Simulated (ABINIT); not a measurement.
# ZrH2 (Fm-3m) in ABINIT: phonons at a zone-boundary q with LDA

Aim: the phonons at a zone-boundary q of ZrH2 with LDA.

All numbers are computed with ABINIT 10.8.3 (patched build); they aren't measurements. Logs are shortened: lines on timing, memory, paths and dates and some standing lists are left out, and cuts for length are marked. The log counts tension as positive stress, the text compression.

### 1 The undisturbed crystal

Symmetry: Fm-3m, No. 225, cubic system. The conventional cell has a = 4.818 Å, b = 4.818 Å, c = 4.818 Å, α = 90.00°, β = 90.00°, γ = 90.00°. Zr (site symmetry m-3m) has 8 H at 2.09 Å as nearest neighbours. H (site symmetry -43m) is surrounded by 4 Zr at 2.09 Å.

The cell is a database's computed one.

### 2 Phonons at a zone-boundary q, LDA (cell relaxed at zero pressure by an earlier run)

The input, run.abi:

```
# Datasets
ndtset 2

# Pseudopotentials
pp_dirpath "./"
pseudos "Zr.upf, H.upf"

# Structure
acell 6.3292981335 6.3292981335 6.3292981335
rprim
     0.0000000000     0.7071067812     0.7071067812
     0.7071067812     0.0000000000     0.7071067812
     0.7071067812     0.7071067812     0.0000000000
ntypat 2
znucl 40 1
natom 3
typat 1 2 2
chkprim 0
chksymtnons 0
tolsym 1.0e-6
xred
            0.0            0.0            0.0
            1/4            1/4            1/4
            3/4            3/4            3/4

# Plane-wave basis
ecut 37.0
ecutsm 0.5

# k points
ngkpt 6 6 6
nshiftk 4
shiftk
     0.5000000000     0.5000000000     0.5000000000
     0.5000000000     0.0000000000     0.0000000000
     0.0000000000     0.5000000000     0.0000000000
     0.0000000000     0.0000000000     0.5000000000

# Exchange and correlation
ixc 7

# Bands and occupations
nband 15
occopt 3
tsmear 0.05 eV

# SCF cycle
nstep 80

# Output
prteig 0
prtebands 0
prtwf 0
prtden 0
prtpot 0

# Dataset 1: ground state
kptopt1 1
tolvrs1 1.0e-15
prtwf1 1
tolwfr1 1.0e-14
nbdbuf1 4
nline1 6

# Dataset 2: atomic displacements at q = 0.5 0.5 0.5
rfphon2 1
rfatpol2 1 3
rfdir2 1 1 1
getwfk2 1
kptopt2 3
nqpt2 1
qpt2 1/2 1/2 1/2
tolvrs2 1.0e-8
```

Potentials or basis: PseudoDojo NC SR LDA v0.4.1 standard.

Run with:

```
mpirun --bind-to none -np 4 abinit run.abi > log 2>&1
```

run.abo:

```text
.Version 10.8.3 of ABINIT
 DATASET    1 : space group Fm -3 m (#225); Bravais cF (face-center cubic)
================================================================================
 Values of the parameters that define the memory need for DATASET  1.
     intxc =       0    ionmov =       0      iscf =       7    lmnmax =       6
     lnmax =       6     mgfft =      36  mpssoang =       3    mqgrid =    3001
     natom =       3  nloc_mem =       1    nspden =       1   nspinor =       1
    nsppol =       1      nsym =      48    n1xccc =    2501    ntypat =       2
    occopt =       3   xclevel =       1
       mpw =        1945          nfft =       46656          nkpt =          28
================================================================================
================================================================================

 DATASET    2 : space group Fm -3 m (#225); Bravais cF (face-center cubic)
================================================================================
 Values of the parameters that define the memory need for DATASET  2 (RF).
     intxc =       0      iscf =       7    lmnmax =       6     lnmax =       6
     mgfft =      36  mpssoang =       3    mqgrid =    3001     natom =       3
  nloc_mem =       1    nspden =       1   nspinor =       1    nsppol =       1
      nsym =      48    n1xccc =    2501    ntypat =       2    occopt =       3
   xclevel =       1
      nfft =       46656          nkpt =         864
================================================================================
================================================================================

--------------------------------------------------------------------------------
------------- Echo of variables that govern the present computation ------------
--------------------------------------------------------------------------------
 -outvars: echo values of preprocessed input variables --------
            acell      6.3292981335E+00  6.3292981335E+00  6.3292981335E+00 Bohr
              amu      9.12240000E+01  1.00794000E+00
          chkprim           0
      chksymtnons           0
             ecut      3.70000000E+01 Hartree
           ecutsm      5.00000000E-01 Hartree
           getwfk1          0
           getwfk2          1
              ixc           7
           jdtset        1    2
                       outvar_i_n : Printing only first  50 k-points.
           kptopt1          1
           kptopt2          3
         kptrlatt        6   -6    6     -6    6    6     -6   -6    6
          kptrlen      5.37058756E+01
            natom           3
            nband1         15
            nband2         15
           nbdbuf1          4
           nbdbuf2          2
[... 360 lines left out ...]
 ETOT  5   2.2637526226626     -1.610E-04 1.263E-06 1.102E-02
 ETOT  6   2.2637499501329     -2.673E-06 2.617E-08 1.788E-04
 ETOT  7   2.2637499204841     -2.965E-08 1.197E-09 3.561E-06
 ETOT  8   2.2637499199194     -5.647E-10 3.226E-11 1.469E-07
 ETOT  9   2.2637499198969     -2.250E-11 1.450E-12 2.827E-09

 At SCF step    9       vres2   =  2.83E-09 < tolvrs=  1.00E-08 =>converged.
================================================================================

 ----iterations are completed or convergence reached----

 Mean square residual over all n,k,spin=   12.740E-15; max=  14.495E-13

 2DEtotal=    0.2263749920E+01 Ha. Also 2DEtotal=    0.615997734346E+02 eV
    (2DErelax=   -4.3903493067E+01 Ha. 2DEnonrelax=    4.6167242987E+01 Ha)
    (  non-var. 2DEtotal :    2.2637496162E+00 Ha)

================================================================================

 ---- first-order wavefunction calculations are completed ----

 ==> Compute Derivative Database <==

  Dynamical matrix, in cartesian coordinates,
   if specified in the inputs, asr has been imposed
     j1       j2             matrix element
  dir pert dir pert     real part    imaginary part

   1    1   1    1         0.1499475703         0.0000000035
   1    1   2    1         0.0394490711        -0.0000000035
   1    1   3    1         0.0394490711        -0.0000000035
   1    1   1    2         0.0202957377        -0.0000000062
   1    1   2    2        -0.0146230408         0.0000000040
   1    1   3    2        -0.0146230408         0.0000000040
   1    1   1    3        -0.0202957377         0.0000000062
   1    1   2    3         0.0146230408        -0.0000000040
   1    1   3    3         0.0146230408        -0.0000000040
[... 71 lines left out ...]
   3    3   1    1         0.0146232380        -0.0000000044
   3    3   2    1         0.0146232380        -0.0000000044
   3    3   3    1        -0.0202962783         0.0000000112
   3    3   1    2        -0.0009295037        -0.0000000000
   3    3   2    2        -0.0009295037        -0.0000000000
   3    3   3    2         0.0047048955         0.0000000001
   3    3   1    3         0.0009170720         0.0000000000
   3    3   2    3         0.0009170720         0.0000000000
   3    3   3    3         0.0555918840        -0.0000000000

  Phonon wavevector (reduced coordinates) :  0.50000  0.50000  0.50000
 Phonon energies in Hartree :
   6.011163E-04  6.011163E-04  1.165194E-03  5.195557E-03  5.195557E-03
   5.451991E-03  5.727434E-03  5.729206E-03  5.729206E-03
 Phonon frequencies in cm-1    :
   1.319298E+02  1.319298E+02  2.557305E+02  1.140293E+03  1.140293E+03
   1.196574E+03  1.257027E+03  1.257415E+03  1.257415E+03

== END DATASET(S) ==============================================================
================================================================================

 -outvars: echo values of variables after computation  --------
            acell      6.3292981335E+00  6.3292981335E+00  6.3292981335E+00 Bohr
           etotal1    -5.1905899557E+01
           etotal2     2.2637499199E+00
            fcart1    -0.0000000000E+00 -0.0000000000E+00 -0.0000000000E+00
                      -0.0000000000E+00 -0.0000000000E+00 -0.0000000000E+00
                      -0.0000000000E+00 -0.0000000000E+00 -0.0000000000E+00
            fcart2     0.0000000000E+00  0.0000000000E+00  0.0000000000E+00
                       0.0000000000E+00  0.0000000000E+00  0.0000000000E+00
                       0.0000000000E+00  0.0000000000E+00  0.0000000000E+00
            rprim      0.0000000000E+00  7.0710678120E-01  7.0710678120E-01
                       7.0710678120E-01  0.0000000000E+00  7.0710678120E-01
                       7.0710678120E-01  7.0710678120E-01  0.0000000000E+00
           strten1    -9.6810607089E-07 -9.6810607089E-07 -9.6810607090E-07
                       0.0000000000E+00  0.0000000000E+00  0.0000000000E+00
           strten2     0.0000000000E+00  0.0000000000E+00  0.0000000000E+00
                       0.0000000000E+00  0.0000000000E+00  0.0000000000E+00
           xangst      0.0000000000E+00  0.0000000000E+00  0.0000000000E+00
                       1.1841635592E+00  1.1841635592E+00  1.1841635592E+00
                       3.5524906777E+00  3.5524906777E+00  3.5524906777E+00
             xred      0.0000000000E+00  0.0000000000E+00  0.0000000000E+00
                       2.5000000000E-01  2.5000000000E-01  2.5000000000E-01
                       7.5000000000E-01  7.5000000000E-01  7.5000000000E-01
 Calculation completed.
```

It took 2.4 min on 4 MPI ranks of Intel Xeon Platinum 8488C (Sapphire Rapids), shared host; peak memory 0.96 GiB.

What came out:

```
Free energy                                 : -1412.4315 eV
Pressure                                    : 0.0 GPa
Highest phonon frequency at the q point run : 1257 cm⁻¹
```

Phonon frequencies in cm⁻¹ (negative: imaginary):
```csv
q point,frequencies
"(0.500, 0.500, 0.500)",132 132 256 1140 1140 1197 1257 1257 1257
```
